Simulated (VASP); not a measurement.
# InAs (F-43m) in VASP: settings compared, part 2 of 2

VASP 6.6.1.

### 3 Band structure, PBEsol

This run uses another cell than the first one, of 28.25 Å³/atom, 0.954 times its volume.

INCAR reads:

```
SYSTEM = InAs
PREC     = Accurate       ! precision mode
ENCUT    = 520            ! plane-wave cutoff, eV
EDIFF    = 1E-6           ! SCF threshold, eV
ISMEAR   = 0              ! smearing method
SIGMA    = 0.03           ! smearing width, eV
LREAL    = .FALSE.        ! projectors in reciprocal space
LASPH    = .TRUE.         ! aspherical terms in the spheres
NELM     = 80             ! most SCF steps
ALGO     = Fast           ! electronic algorithm
ISIF     = 2              ! what is computed and relaxed
LWAVE    = .FALSE.        ! write WAVECAR
LCHARG   = .FALSE.        ! write CHGCAR
GGA      = PS             ! functional
NBANDS   = 16             ! bands
ICORELEVEL= 1
```

KPOINTS reads:

```
regular mesh
0
G
  10 10 10
  0 0 0
```

POSCAR reads:

```
InAs                                    
1.0
    0.0000000000      3.0454540627      3.0454540627
    3.0454540627      0.0000000000      3.0454540627
    3.0454540627      3.0454540627      0.0000000000
  In              As            
     1     1
Direct
     0.0000000000000000    0.0000000000000000    0.0000000000000000
     0.2500000000000000    0.2500000000000000    0.2500000000000000
```

KPOINTS_OPT reads:

```
explicit points
209
Reciprocal
 0.0000000000  0.0000000000  0.0000000000 1
 0.0263157895  0.0000000000  0.0263157895 1
 0.0526315789  0.0000000000  0.0526315789 1
 0.0789473684  0.0000000000  0.0789473684 1
 0.1052631579  0.0000000000  0.1052631579 1
 0.1315789474  0.0000000000  0.1315789474 1
[... 201 lines left out ...]
 0.4250000000  0.0000000000  0.4250000000 1
 0.4500000000  0.0000000000  0.4500000000 1
```

Potentials or basis: VASP PAW PBE potentials, release 64 (In_d, As).

Started as:

```
$ cat potpaw_PBE.64/In_d/POTCAR potpaw_PBE.64/As/POTCAR > POTCAR
$ mpirun -np 1 vasp_std > vasp.out
```

OUTCAR:

```text
SYSTEM = InAs
   PREC = Accurate
   ENCUT = 520
   EDIFF = 1E-6
   ISMEAR = 0
   LREAL = .FALSE.
   LASPH = .TRUE.
   NELM = 80
   ISIF = 2
   GGA = PS

 ion  position               nearest neighbor table
   1  0.000  0.000  0.000-   2 2.64   2 2.64   2 2.64   2 2.64
   2  0.250  0.250  0.250-   1 2.64   1 2.64   1 2.64   1 2.64

  LATTYP: Found a face centered cubic cell.
 ALAT       =     6.0909081254

  Lattice vectors:

 A1 = (   0.0000000000,   3.0454540627,   3.0454540627)
 A2 = (   3.0454540627,   0.0000000000,   3.0454540627)
 A3 = (   3.0454540627,   3.0454540627,   0.0000000000)

Analysis of symmetry for initial positions (statically):
=====================================================================
 Subroutine PRICEL returns:
 Original cell was already a primitive cell.

 Routine SETGRP: Setting up the symmetry group for a
 face centered cubic supercell.

 Subroutine GETGRP returns: Found 24 space group operations
 (whereof 24 operations were pure point group operations)
 out of a pool of 48 trial point group operations.

[... 165 lines left out ...]
   1-  1s -27739.3576  2s  -4145.8756  2p  -3719.8578  3s   -779.7914  3p   -640.3460
       3d   -424.0192  4s   -111.0451  4p    -69.5143
   2-  1s -11707.6785  2s  -1476.2519  2p  -1293.0797  3s   -180.1888  3p   -123.5676
       3d    -30.5915

 E-fermi :   4.1656     XC(G=0):  -9.1897

 val. band max:        4.1564552927   @ k =   0.0000   0.0000   0.0000
 cond. band min:       4.9844253659   @ k =   0.5000   0.0000   0.0000
 fundamental gap:      0.8279700732
 Fermi energy:         4.1655923350

 k-point     1 :       0.0000    0.0000    0.0000
  band No.  band energies     occupation
      1     -10.1328      2.00000
      2     -10.1328      2.00000
      3     -10.1328      2.00000
      4     -10.0137      2.00000
      5     -10.0137      2.00000
      6      -7.5950      2.00000
[... 277 lines left out ...]
 k-point    16 :       0.2000    0.2000    0.0000
  band No.  band energies     occupation

------------------------ aborting loop because EDIFF is reached ----------------------------------------

  FORCE on cell =-STRESS in cart. coord.  units (eV):
  Direction    XX          YY          ZZ          XY          YZ          ZX
  --------------------------------------------------------------------------------------
  -------------------------------------------------------------------------------------
  Total       -0.0018370     -0.0018370     -0.0018370      0.0000000      0.0000000      0.0000000
  in kB       -0.0520986     -0.0520986     -0.0520986      0.0000000      0.0000000      0.0000000
  external PRESSURE =      -0.0520986 kB  Pullay stress =       0.0000000 kB

 VOLUME and BASIS-vectors are now :
 -----------------------------------------------------------------------------
  energy-cutoff  :      520.00
  volume of cell :       56.49
      direct lattice vectors                 reciprocal lattice vectors
     0.000000000  3.045454063  3.045454063    -0.164179131  0.164179131  0.164179131
     3.045454063  0.000000000  3.045454063     0.164179131 -0.164179131  0.164179131
     3.045454063  3.045454063  0.000000000     0.164179131  0.164179131 -0.164179131

 POSITION                                       TOTAL-FORCE (eV/Angst)
 -----------------------------------------------------------------------------------
      0.00000      0.00000      0.00000         0.000000      0.000000     -0.000000
      1.52273      1.52273      1.52273        -0.000000     -0.000000      0.000000
 -----------------------------------------------------------------------------------
    total drift:                               -0.000000     -0.000000     -0.000000

  FREE ENERGIE OF THE ION-ELECTRON SYSTEM (eV)
  ---------------------------------------------------
  free  energy   TOTEN  =        -8.4898911663 eV

  energy  without entropy=       -8.4898448876  energy(sigma->0) =       -8.48986803
```

OSZICAR:

```text
N       E                     dE             d eps       ncg     rms          rms(c)
DAV:   1     0.111202637770E+03    0.11120E+03   -0.82489E+03  1512   0.119E+03
DAV:   2    -0.113590053711E+01   -0.11234E+03   -0.10737E+03  1624   0.294E+02
DAV:   3    -0.858035837324E+01   -0.74445E+01   -0.74068E+01  1968   0.733E+01
[... 52 lines left out ...]
       N       E                     dE             ncg
DAV:   1     0.149295170324E+05   -0.12288E+05      672
DAV:   2     0.125835483922E+05   -0.23460E+04      728
DAV:   3     0.124262101813E+05   -0.15734E+03      864
DAV:   4     0.124222188755E+05   -0.39913E+01      976
DAV:   5     0.124220438153E+05   -0.17506E+00      960
DAV:   6     0.124220390791E+05   -0.47362E-02     1000
DAV:   7     0.124220389495E+05   -0.12953E-03      960
DAV:   8     0.124220389479E+05   -0.16894E-05      848
DAV:   9     0.124220389477E+05   -0.11445E-06      664
```

stdout:

```text
POSCAR found type information on POSCAR InAs
 POSCAR found :  2 types and       2 ions
 scaLAPACK will be used
 -----------------------------------------------------------------------------
|                                                                             |
|                                                                             |
|     You enforced a specific xc type in the INCAR file but a different       |
|     I HOPE YOU KNOW WHAT YOU ARE DOING!                                     |
|                                                                             |
 -----------------------------------------------------------------------------

 LDA part: xc-table for (Slater+PW92), standard interpolation
 POSCAR, INCAR and KPOINTS ok, starting setup
 FFT: planning ... GRIDC
 FFT: planning ... GRID_SOFT
 FFT: planning ... GRID
 WAVECAR not read
 entering main loop
 Start KPOINTS_OPT (optional k-point list driver)
k-point batch [1-47\209]
k-point batch [48-94\209]
k-point batch [95-141\209]
k-point batch [142-188\209]
k-point batch [189-209\209]
```

It took 58 s on 1 thread of Intel Xeon 6975P-C (Granite Rapids), shared host; peak memory 0.22 GiB.

Results:

* Free energy: -8.4899 eV
* Pressure: 0.0 GPa
* Band gap along the path: none (metal or under the smearing width)

Levels at the corners of the path, in eV from the Fermi level:
```tsv
point	band 5	band 6	band 7	band 8	band 9	band 10	band 11	band 12	band 13	band 14
Γ	-14.18	-11.76	-0.40	-0.01	-0.01	-0.01	3.84	3.84	3.84	7.24
X	-14.16	-9.82	-5.80	-2.28	-2.28	1.47	1.97	8.93	9.06	9.06
X	-14.16	-9.82	-5.80	-2.28	-2.28	1.47	1.97	8.93	9.06	9.06
W	-14.17	-9.77	-5.66	-2.91	-2.82	4.08	4.19	4.86	5.95	9.59
W	-14.17	-9.77	-5.66	-2.91	-2.82	4.08	4.19	4.86	5.95	9.59
K	-14.17	-9.84	-5.67	-3.22	-1.91	2.02	4.15	7.12	7.28	7.58
K	-14.17	-9.84	-5.67	-3.22	-1.91	2.02	4.15	7.12	7.28	7.58
Γ	-14.18	-11.76	-0.40	-0.01	-0.01	-0.01	3.84	3.84	3.84	7.24
Γ	-14.18	-11.76	-0.40	-0.01	-0.01	-0.01	3.84	3.84	3.84	7.24
L	-14.17	-10.34	-5.71	-0.97	-0.97	0.82	4.60	4.60	6.68	8.78
L	-14.17	-10.34	-5.71	-0.97	-0.97	0.82	4.60	4.60	6.68	8.78
U	-14.17	-9.84	-5.67	-3.22	-1.91	2.02	4.15	7.12	7.28	7.58
U	-14.17	-9.84	-5.67	-3.22	-1.91	2.02	4.15	7.12	7.28	7.58
W	-14.17	-9.77	-5.66	-2.91	-2.82	4.08	4.19	4.86	5.95	9.59
W	-14.17	-9.77	-5.66	-2.91	-2.82	4.08	4.19	4.86	5.95	9.59
L	-14.17	-10.34	-5.71	-0.97	-0.97	0.82	4.60	4.60	6.68	8.78
L	-14.17	-10.34	-5.71	-0.97	-0.97	0.82	4.60	4.60	6.68	8.78
K	-14.17	-9.84	-5.67	-3.22	-1.91	2.02	4.15	7.12	7.28	7.58
U	-14.17	-9.84	-5.67	-3.22	-1.91	2.02	4.15	7.12	7.28	7.58
X	-14.16	-9.82	-5.80	-2.28	-2.28	1.47	1.97	8.93	9.06	9.06
```

Core levels (eV, on the scale of the bands):
```csv
atom,levels
1 In,"1s -27739.4, 2s -4145.9, 2p -3719.9, 3s -779.8, 3p -640.3, 3d -424.0, 4s -111.0, 4p -69.5"
2 As,"1s -11707.7, 2s -1476.3, 2p -1293.1, 3s -180.2, 3p -123.6, 3d -30.6"
```

Caveat: the PAW data sets were made with another functional, which shifts forces and pressure a little; spin-orbit coupling is left out, which moves the levels of the heavy elements; this crystal is a semiconductor, whose small gap the functional closes, so the metal is an error of the method.

### 4 How close it comes

Step 2. A measured gap of InAs is 0.418 eV (direct; 4.2 K; a printed reference work, data compilation); the calculated 0.00 eV misses it by -0.42 eV. Spin-orbit coupling on As, In is left out. The value is that of PBE, without temperature or zero-point motion. Semilocal functionals fall short of measured gaps as a rule.

Step 3. A measured gap of InAs is 0.418 eV (direct; 4.2 K; a printed reference work, data compilation); the calculated 0.00 eV misses it by -0.42 eV. Spin-orbit coupling on As, In is left out. The value is that of PBEsol, without temperature or zero-point motion. Semilocal functionals fall short of measured gaps as a rule.
